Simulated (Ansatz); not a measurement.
# PtS2 (model cell, started as rutile): a soft mode frozen in

Wanted: the energy along a soft mode of PtS2 (model cell, started as rutile) and the structure at the end.

Calculated with Ansatz 0.2.0; DFT PBE, scalar-relativistic, plane waves, PAW.

The structure was built from a prototype and need not be the compound's stable phase.

## (1) Starting point

It takes space group P4_2/mnm (No. 136, tetragonal). Conventional cell: a = 5.451 Å, b = 5.451 Å, c = 3.821 Å, α = 90.00°, β = 90.00°, γ = 90.00°. Nearest to Pt lie 6 S at 2.39 to 2.41 Å. Nearest to S lie 3 Pt at 2.39 to 2.41 Å. Farther neighbours and most contacts between anions are not listed.

Coordinates:

```cif
data_structure
_symmetry_space_group_name_H-M 'P4_2/mnm'
_symmetry_Int_Tables_number 136
_cell_length_a 5.4510
_cell_length_b 5.4510
_cell_length_c 3.8209
_cell_angle_alpha 90.000
_cell_angle_beta 90.000
_cell_angle_gamma 90.000
_cell_volume 113.53
loop_
_atom_site_label
_atom_site_type_symbol
_atom_site_symmetry_multiplicity
_atom_site_Wyckoff_symbol
_atom_site_fract_x
_atom_site_fract_y
_atom_site_fract_z
_atom_site_occupancy
Pt1 Pt 2 a 0.00000 0.00000 0.00000 1
S1 S 4 f 0.30997 0.30997 0.00000 1
```

## (2) Response at finite wavevector

The cell comes from relaxations at this level that are not shown. The mesh has a single point along some directions, so zone-edge points there are not solved. Linear response on a 1×1×2 q mesh gives force constants as far as a supercell of that size would.

The input, input.yaml:

```yaml
crystal:
  lattice:
    - [5.4509941254, 0.0, 0.0]
    - [0.0, 5.4509941254, 0.0]
    - [0.0, 0.0, 3.8209341452]
  atoms:
    - { symbol: Pt, position: [0.0, 0.0, 0.0] }
    - { symbol: Pt, position: [0.5, 0.5, 0.5] }
    - { symbol: S, position: [0.309970807, 0.309970807, 0.0] }
    - { symbol: S, position: [0.690029193, 0.690029193, 0.0] }
    - { symbol: S, position: [0.809970807, 0.190029193, 0.5] }
    - { symbol: S, position: [0.190029193, 0.809970807, 0.5] }
kpoints:
  mp_grid: { grid: [6, 6, 8] }
hamiltonian:
  xc: pbe
scf:
  occupations: { method: methfessel_paxton, width: 0.15 }
output:
  eigenvalues: true
phonons:
  method: dfpt
  qmesh: [1, 1, 2]
  temperatures: { t_max: 1000, t_step: 50 }
  qpath:
    path:
      - [[0.0, 0.0, 0.0], [0.0, 0.5, 0.0], [0.5, 0.5, 0.0], [0.0, 0.0, 0.0], [0.0, 0.0, 0.5], [0.0, 0.5, 0.5], [0.5, 0.5, 0.5], [0.0, 0.0, 0.5]]
      - [[0.0, 0.5, 0.0], [0.0, 0.5, 0.5]]
      - [[0.5, 0.5, 0.0], [0.5, 0.5, 0.5]]
    npoints: 10
```

Command:

```bash
> ansatz run input.yaml --threads 8 --pin off --max-ram 14336MiB --backend cpu --events-out ev --progress --plain --runs-dir out
```

Numbers of over 12 decimals in the logs are rounded to 6 here.

The program printed:

```text
Engine: ansatz 0.2.0, aarch64-unknown-linux-gnu
Pseudopotentials: kind: paw
Pseudopotential: Pt, paw, valence charge 18, recommended cutoff 420 eV (normal), Pt.paw.azcp
Pseudopotential: S, paw, valence charge 6, recommended cutoff 420 eV (normal), S.paw.azcp
Functional definition: PBE
  parameter kappa = 0.804
  parameter beta = 0.066725
  exchange = pbe_x(kappa = kappa, mu = beta*pi^2/3)
  correlation = pbe_c(beta = beta)
Crystal: 6 atoms, lattice volume = 113.533 Å³
Basis set: ecut = 420 eV, 2217 PW (Γ), exchange–correlation on 80×80×60 points (8 copies of the dense FFT grid, shifted against one another)
Bands: 36, of which v1, the nominal top of the filled ones, is band 30 counted from 1 (29 counted from 0)
Symmetry: 16 space group operations
k-points: 50 of 288
Non-local potential: Pt, projectors of the file, l = 0: 3, l = 1: 2, l = 2: 2, l = 3: 1
Non-local potential: S, projectors of the file, l = 0: 2, l = 1: 2, l = 2: 2
PAW form: soft (Blöchl's): semilocal exchange-correlation on the pseudo side does not see the compensation charge
PAW one-centre angular grid: Pt, 590 points (default); XC on 64 Gauss nodes
PAW one-centre angular grid: S, 110 points (default); XC on 64 Gauss nodes
Initial density: superposition of atomic densities (neutral atoms: chi_scale 0, normalization atom), corrected by the library's trained network
Initial wavefunctions: pseudopotential atomic-orbital guess
Functional: x = pbe(κ = 0.804, μ = 0.219515), c = pbe(β = 0.066725)
SCF iter   1: F=—  HF=-28654.455468 eV  |F-HF|=—  |Δ(HF+E_count)|=         —  Δρ=5.54e-3  dr2=3.38e-2  ethr=1.77e-3  ⟨swp⟩=6.0  Hψ=7249  notcnv=0
preconditioner: auto → Kerker (q_TF=auto, 2.453 Å⁻¹)  [metal: Δε(μ)=0.030 eV  Ē_g=8.277 eV  σ=0.150 eV  W_gap=0.17  n_scr=30 (ndim 8)  ℏωp=23.1 eV  f_vac=0.000  D(μ)=7.09/eV (n_scr^D=68)]
SCF iter   2: F=—  HF=-28654.451800 eV  |F-HF|=—  |Δ(HF+E_count)|=   3.67e-3  S|Δr|=    0.00e0  Δρ=2.78e-3  dr2=9.90e-3  ethr=5.63e-5  ⟨swp⟩=1.4  Hψ=2304  notcnv=0
SCF iter   3: F=—  HF=-28654.450332 eV  |F-HF|=—  |Δ(HF+E_count)|=   1.47e-3  S|Δr|=    0.00e0  Δρ=4.61e-4  dr2=1.62e-4  ethr=1.65e-5  ⟨swp⟩=2.6  Hψ=2799  notcnv=0
SCF iter   4: F=—  HF=-28654.450355 eV  |F-HF|=—  |Δ(HF+E_count)|=   2.32e-5  S|Δr|=    0.00e0  Δρ=1.17e-4  dr2=2.61e-5  ethr=2.71e-7  ⟨swp⟩=2.2  Hψ=2883  notcnv=0
SCF iter   5: F=—  HF=-28654.450361 eV  |F-HF|=—  |Δ(HF+E_count)|=   5.55e-6  S|Δr|=    0.00e0  Δρ=3.38e-5  dr2=2.09e-6  ethr=4.36e-8  ⟨swp⟩=2.3  Hψ=2597  notcnv=0
SCF iter   6: F=—  HF=-28654.450364 eV  |F-HF|=—  |Δ(HF+E_count)|=   2.89e-6  S|Δr|=    0.00e0  Δρ=1.11e-5  dr2=1.99e-7  ethr=3.48e-9  ⟨swp⟩=2.0  Hψ=2739  notcnv=0
SCF iter   7: F=—  HF=-28654.450364 eV  |F-HF|=—  |Δ(HF+E_count)|=   1.74e-7  S|Δr|=    0.00e0  Δρ=2.77e-6  dr2=1.10e-8  ethr=3.32e-10  ⟨swp⟩=2.0  Hψ=2851  notcnv=0
SCF iter   8: F=—  HF=-28654.450364 eV  |F-HF|=—  |Δ(HF+E_count)|=   7.13e-9  S|Δr|=    0.00e0  Δρ=6.23e-7  dr2=5.48e-10  ethr=1.83e-11  ⟨swp⟩=2.0  Hψ=2862  notcnv=0
SCF iter   9: F=—  HF=-28654.450364 eV  |F-HF|=—  |Δ(HF+E_count)|=  4.11e-10  S|Δr|=    0.00e0  Δρ=1.47e-7  dr2=2.45e-11  ethr=1.00e-12  ⟨swp⟩=2.0  Hψ=2753  notcnv=0
SCF iter  10: F=-28654.450364 eV  HF=-28654.450364 eV  |F-HF|=1.46e-11  |Δ(HF+E_count)|=  2.18e-11  S|Δr|=    0.00e0  Δρ=3.41e-8  dr2=1.09e-12  ethr=1.00e-12  ⟨swp⟩=7.4  Hψ=8243  notcnv=0
SCF 1 converged in 10 iterations: F = -28654.450364 eV  dr2 = 1.09e-12
  greatest PAW one-centre occupation: 1.000 electrons in one spin orbital (limit 2), on the Pt atom at site 1 (counted from 0), in its partial waves of l = 0
phonons: the bands overlap, so this run is a metal and interpolates without the dipole-dipole term. If the crystal is really an insulator or semiconductor, its LO-TO splitting is missing
NSCF: frozen V_eff on 50 k-points
NSCF: frozen V_eff on 100 k-points
DFPT response loops at q = (0, 0, 0) (fractional): preconditioner auto → Kerker (q_TF=auto, 2.453 Å⁻¹) (partly filled bands, converged f_vac=0.000); β = 1.00, the filter's whole step (`scf.mixing.beta` (0.50) is not read by the response loops under this deck's `scf.mixing.preconditioner`; to damp them name `kerker` or `kerker_dos`, under which they read `scf.mixing.beta`, and type it under 1.00, their step now; both keys bind the ground state too); Broyden in place of MSR1
NSCF: frozen V_eff on 200 k-points
DFPT response loops at q = (0, 0, -0.5) (fractional): mixed as the last ones told, above
SCF converged after 10 iterations
Stability not checked: this state was not tested for a lower state beside it, because cold or Methfessel-Paxton smearing, or corrected tetrahedra, fill the levels in a way that the test cannot read (fill_not_monotonic; see scf.lower_state_search)
Free energy (F): -28654.450364 eV
Harris-Foulkes:  -28654.450364 eV  (|F-HF|=1.46e-11)
Internal energy: -28654.447980 eV  (E = F + TS)
E sigma→0 (E₀):  -28654.449768 eV
Entropy (-TS):   -0.002384 eV (-0.397 meV/atom)
Fermi energy:    10.089610 eV
--- Per-component energies (eV) ---
  E_band       = -669.714143
  E_kinetic    = 1696.922119
  E_local      = -5720.392963  (includes V_loc(G=0)·N_el)
  E_nonlocal   = 511.457586
  E_hartree    = 2194.929735
  E_xc         = -909.613237
  E_vxc        = -952.414088  (∫ρ·V_xc dr)
  E_paw        = -21307.796370  (= ΣΔE_a)
  E_vpaw       = -595.146665  (= ΣTr[D̂ρ^β])
  E_aug_tail   = 0.000395  (compensation charges beyond the density's cutoff)
  E_ewald      = -5119.955244
  E_smearing   = -0.002384  (= −TS)
  E_closure    = -0.000000  (closes the sum)
  Σ components = -28654.450364   (vs F -28654.450364, Δ=0.00e0)
--- Band table (eV; the first three rows and the last of 50) ---
  k-point 0: bands = [... 26 lower, 8.8003, 9.7020, 9.9471, 9.9471, 10.3332, 12.6829, 12.6829, 12.8956, ... 2 higher]
  k-point 1: bands = [... 26 lower, 9.2762, 9.6518, 9.9455, 9.9455, 10.1106, 12.1579, 12.1579, 12.5222, ... 2 higher]
  k-point 2: bands = [... 26 lower, 9.5150, 9.6391, 9.8907, 9.8907, 9.9790, 11.5188, 11.5188, 11.6361, ... 2 higher]
  k-point 49: bands = [... 26 lower, 9.6864, 9.6864, 9.7711, 9.7711, 11.1804, 11.1804, 11.2333, 11.2333, ... 2 higher]
--- Phonons (Γ-DFPT): 4 representative perturbations + reference (Σ response iterations 12) ---
  ASR residual: 2.038e-5 → 0.000e0 eV/Å²; symmetrization residual: 1.374e-5 eV/Å²
  ASR residual per site (eV/Å²): 2.04e-5 2.04e-5 1.76e-5 1.76e-5 1.76e-5 1.76e-5
  Γ frequencies (cm⁻¹): -158.68 -154.07 -151.42 -151.42 0.00 0.00 0.00 92.85 114.10 114.10 280.32 280.32 323.53 333.33 333.33 338.45 355.62 394.93
--- Phonons (arbitrary-q DFPT): 2 irreducible q on the 1×1×2 mesh ---
  q = [0.0000, 0.0000, 0.0000] (star 1, of the zone-centre solve; hermiticity 1.75e-6, symmetrization 2.50e-13): -158.68 -154.07 -151.42 -151.42 -0.00 -0.00 0.00 92.85 114.10 114.10 280.32 280.32 323.53 333.33 333.33 338.45 355.62 394.93
  q = [0.0000, 0.0000, -0.5000] (star 1, 4 solved perturbations in 330 linear systems a pass and spin channel, the states on 100 of 288 k-point pairs; hermiticity 1.72e-6, symmetrization 2.36e-13): -139.84 -139.84 -134.22 -134.22 80.04 80.04 102.43 102.43 150.60 150.60 279.40 279.40 311.75 311.75 313.93 313.93 381.59 381.59
  sum rule: each row above includes the acoustic sum rule's correction from the zone centre's row sums; it moved no ω² by more than (0.39 cm⁻¹)²
  mesh force constants: q→R imaginary residual 0.00e0; ASR residual 2.038e-5 → 0.000e0 eV/Å²; symmetrization residual 1.776e-14 eV/Å²
  interpolated dispersion: 93 rows × 18 modes
  density of states and harmonic sums: on the 12×12×16 q-mesh, interpolated from the force constants of a 1×1×2 supercell (no non-analytic term)
  largest difference from the sums on the solved wave vectors: F 3.45e-1 eV, S 4.74e-4 and C_V 1.29e-4 eV/K
  zero-point energy: 0.196409 eV/cell   skipped modes (ω ≤ 0): 1011, of them read as no rigid motion or as one in doubt: 1008 (4.000e0 modes/cell left out, lowest -159.65 cm⁻¹)   left out of the sums: 2.22e-1 of the cell's modes: C_V's classical limit lies that fraction below 3 k_B per atom; for a crystal, a wire or a layer, F and S can be off by more, and a phonons.interpolated_qmesh denser along its periods is the remedy for the sampling
```

The job ended after 38 s (8 threads of Arm Neoverse V2, shared host; peak memory 1.4 GiB; 4.7 min of CPU time).

In the SCF lines HF is the Harris–Foulkes energy and dr2 the Hartree energy of the density residual, in eV; the loop may stop once dr2 is under the threshold and the program's other checks hold. Hψ counts applications of the Hamiltonian.

This step gave:

```
volume per atom                                               : 18.92 Å³
gap on the k-mesh                                             : 0 eV
sum-rule residual before enforcement                          : 2.04e-5 eV/Å²
point group                                                   : 4/mmm
highest optical mode at the zone centre (no LO-TO term)       : 394.9 cm⁻¹
lowest optical zone-centre mode                               : -158.7 cm⁻¹
lowest mode on the q mesh (acoustic modes at Γ apart)         : -158.7 cm⁻¹
highest frequency at a solved wavevector (no LO-TO term at Γ) : 394.9 cm⁻¹
```

Frequencies (cm⁻¹) solved at each irreducible wavevector; negative means imaginary. Frequencies by wavevector, by row:

```csv
q in reciprocal lattice units,star,mode 1,mode 2,mode 3,mode 4,mode 16,mode 17,mode 18
0 0 0,1,-158.7,-154.1,-151.4,-151.4,338.4,355.6,394.9
0 0 -0.5,1,-139.8,-139.8,-134.2,-134.2,313.9,381.6,381.6
```

Symmetry leaves 2 wavevectors to solve. The lowest mode among them, the acoustic zeros apart, lies at Γ and is imaginary, 158.7i cm⁻¹, so the energy falls along it.

## (3) The mode frozen in, largest atomic shift 0 Å

The mode followed lies at Γ with frequency 154.1i cm⁻¹, one of the unstable modes though not the softest. At small amplitude the distorted cell has space group no. 84 by a symmetry search on the positions. The undistorted cell that holds it gives the zero of energy on the same k mesh.

input.yaml, the sections that differ from step 2:

```yaml
output:
  forces: true
  stress: true
  eigenvalues: true
# crystal, kpoints, hamiltonian, scf: as in step 2
# phonons: removed
```

The program printed:

```text
[...]
Crystal: 6 atoms, lattice volume = 113.533 Å³
Basis set: ecut = 420 eV, 2217 PW (Γ), exchange–correlation on 80×80×54 points (8 copies of the dense FFT grid, shifted against one another)
Bands: 36, of which v1, the nominal top of the filled ones, is band 30 counted from 1 (29 counted from 0)
Symmetry: 16 space group operations
[...]
k-points: 50 of 288
[...]
k-point 0: bands = [... 26 lower, 8.8003, 9.7020, 9.9471, 9.9471, 10.3332, 12.6829, 12.6829, 12.8956, ... 2 higher]
  k-point 1: bands = [... 26 lower, 9.2761, 9.6518, 9.9455, 9.9455, 10.1106, 12.1579, 12.1579, 12.5221, ... 2 higher]
  k-point 2: bands = [... 26 lower, 9.5150, 9.6390, 9.8906, 9.8906, 9.9790, 11.5187, 11.5187, 11.6361, ... 2 higher]
  k-point 49: bands = [... 26 lower, 9.6864, 9.6864, 9.7711, 9.7711, 11.1804, 11.1804, 11.2333, 11.2333, ... 2 higher]
[key lines of the parts left out:]
SCF converged after 7 iterations
Free energy (F): -28654.450364 eV
Fermi energy:    10.089593 eV
P = ⅓ Tr σ = 0.0029 GPa (0.029 kbar)
```

Elapsed: 1.2 s, on 8 threads; peak memory 0.57 GiB.

Numbers from this step:

```yaml
pressure: 0.002893 GPa
energy_from_the_undistorted_cell: 0 meV/atom
```

The run ends at a pressure of 0.00 GPa, with forces up to 0.0010 eV/Å.

## (4) The mode frozen in, largest atomic shift 0.22 Å

The atoms are moved along the unstable eigenvector, the largest shift by 0.22 Å, with the cell fixed.

input.yaml, the sections that differ from step 3:

```yaml
crystal:
  lattice:
    - [5.4509941254, 0.0, 0.0]
    - [0.0, 5.4509941254, 0.0]
    - [0.0, 0.0, 3.8209341452]
  atoms:
    - { symbol: Pt, position: [0.0, 0.0, 0.0] }
    - { symbol: Pt, position: [0.5, 0.5, 0.5] }
    - { symbol: S, position: [0.3385093613, 0.2814322527, 0.0] }
    - { symbol: S, position: [0.6614906387, 0.7185677473, 0.0] }
    - { symbol: S, position: [0.7814322527, 0.1614906387, 0.5] }
    - { symbol: S, position: [0.2185677473, 0.8385093613, 0.5] }
# kpoints, hamiltonian, scf, output: as in step 3
```

The program printed:

```text
[...]
Crystal: 6 atoms, lattice volume = 113.533 Å³
Basis set: ecut = 420 eV, 2217 PW (Γ), exchange–correlation on 80×80×54 points (8 copies of the dense FFT grid, shifted against one another)
Bands: 36, of which v1, the nominal top of the filled ones, is band 30 counted from 1 (29 counted from 0)
Symmetry: 8 space group operations
[...]
k-points: 55 of 288
[...]
k-point 0: bands = [... 26 lower, 8.9760, 9.3641, 10.0171, 10.0171, 10.5223, 12.6158, 12.6158, 12.9809, ... 2 higher]
  k-point 1: bands = [... 26 lower, 9.0701, 9.3384, 9.9781, 9.9781, 10.2871, 12.1665, 12.1665, 12.5712, ... 2 higher]
  k-point 2: bands = [... 26 lower, 9.2291, 9.5323, 9.8390, 9.8390, 10.0351, 11.6281, 11.6281, 11.6679, ... 2 higher]
  k-point 54: bands = [... 26 lower, 9.5636, 9.5636, 9.7193, 9.7193, 11.2372, 11.2372, 11.4562, 11.4562, ... 2 higher]
[key lines of the parts left out:]
SCF converged after 7 iterations
Free energy (F): -28654.594370 eV
Fermi energy:    10.152572 eV
P = ⅓ Tr σ = -0.6901 GPa (-6.901 kbar)
```

Wall time 1.4 s (8 threads); peak memory 0.59 GiB; 9.8 s of CPU time.

Numbers from this step:

* pressure: -0.6901 GPa
* energy from the undistorted cell: -24.05 meV/atom

The energy, extrapolated to zero smearing, is -24.05 meV/atom against the undistorted cell.

The run ends at a pressure of -0.69 GPa, with forces up to 0.18 eV/Å.

## (5) Energy along the mode, all amplitudes (two of the runs are shown above)

An imaginary frequency means negative curvature, so the energy should fall and then rise again as anharmonic terms take over.

Numbers from this step:

| Property | Result |
| --- | --- |
| depth at the lowest point sampled | 24.05 meV/atom |
| largest atomic shift at that point | 0.22 Å |

Table of energy from the parent by largest atomic shift:

```
largest atomic shift (Å)  energy from the parent (meV/atom)
                   0.000                                  0
                   0.040                              -1.52
                   0.080                              -5.49
                   0.140                              -13.8
                   0.220                              -24.0
                   0.320                              -23.7
                   0.450                               28.5
```

Displacement at unit largest shift by atom:

```csv
atom,x (Å),y (Å),z (Å),size
Pt1,0.000,0.000,0.000,0.000
Pt2,0.000,0.000,0.000,0.000
S3,0.707,-0.707,0.000,1.000
S4,-0.707,0.707,0.000,1.000
S5,-0.707,-0.707,0.000,1.000
S6,0.707,0.707,0.000,1.000
```

The lowest of the steps tried is at 0.22 Å, 24.0 meV/atom below the parent; the bottom of the well need not coincide with a step.

(Continued in part 2 of 2.)

[Logs are printed without paths, hosts, clocks, repeated set-up lines and the standing remarks that a program may print on its own settings, such as how far it seeks lower states.]

[Hosts, paths, dates, database ids (printed as entryN), source tags and the programs' standing remarks are cut or masked in the printed files.]
